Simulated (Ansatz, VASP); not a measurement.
## One calculation of ZnSe, two programs

```xyz
2
Lattice="0.0000 2.8338 2.8338 2.8338 0.0000 2.8338 2.8338 2.8338 0.0000" Properties=species:S:1:pos:R:3 pbc="T T T"
Zn    0.0000    0.0000    0.0000
Se    1.4169    1.4169    1.4169
```

Alike in both runs: task relaxation of cell and atoms; functional PBE; k mesh 12 × 12 × 12; no spin polarisation.

|  | VASP | Ansatz |
| --- | --- | --- |
| version | VASP 6.6.1 | Ansatz 0.2.0 |
| potentials or method | VASP PAW PBE potentials, release 64 (Zn, Se) | scalar-relativistic, plane waves, PAW |
| plane-wave cutoff (eV) | 600 | 420 |
| occupations | gaussian, width 0.01 eV | fixed |
| valence electrons in the cell | 18 | 28 |

VASP gave:

| Quantity | Value |
| --- | --- |
| gap on the k mesh at the Fermi level, each at its own relaxed structure (eV) | 1.14 |
| relaxed volume (Å³/atom) | 23.63 |
| relaxed cell length with the largest relative difference (Å) | 4.058 |
| energy change over the relaxation (meV/atom) | -6 |

Question: Which values does Ansatz return?

Answer: gap on the k mesh at the Fermi level, each at its own relaxed structure (eV): 1.15; relaxed volume (Å³/atom): 23.55; relaxed cell length with the largest relative difference (Å): 4.054; energy change over the relaxation (meV/atom): -5.

The two sets of potentials don't hold the same shells in valence.

PBE usually gives volumes a little too large and moduli too small. Zero-point motion and thermal expansion aren't in these numbers.
